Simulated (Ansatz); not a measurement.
CuO:

```
Cu O
1.0
     3.17953    0.00000    0.00000
    -1.58977    2.75356    0.00000
     0.00000    0.00000    4.43149
Cu O
2 2
Cartesian
  0.0000 0.0000 0.0000
  0.0000 0.0000 2.2157
  0.0000 1.8357 1.1079
  1.5898 0.9179 3.3236
```

Measurements of this composition are mostly on another form, of space group No. 15.

Base run:

```yaml
Program: Ansatz 0.2.0
Functional: LDA
Potentials_or_basis: Ansatz PAW
Cutoff: "420 eV (not typed: the program's choice for these potentials)"
k_mesh: 10 × 10 × 6
Occupations: fermi-dirac, width 0.05 eV
Spin: no spin polarisation
Hubbard_terms: Cu d U = 2 eV
```

Its results: band gap on the k mesh none (metal or under the smearing width); pressure -9.1 GPa.

Problem. The run is repeated on the same cell with these changes: hubbard terms from Cu d U = 2 eV to none; hubbard projectors from ortho-atomic (the default) to none. What comes out?

Solution. Band gap on the k mesh none (metal or under the smearing width); pressure -9.9 GPa.

Caveats: the run has no spin polarisation, though such a crystal can be magnetic; the PAW data sets come from PBE, with cores solved anew for the run's functional, which leaves a small shift of forces and pressure; U without spin polarisation on a metal has little footing (some runs); semilocal functionals often make such compounds metallic where correlation or magnetic order opens a gap, which also shifts bond lengths (some runs).
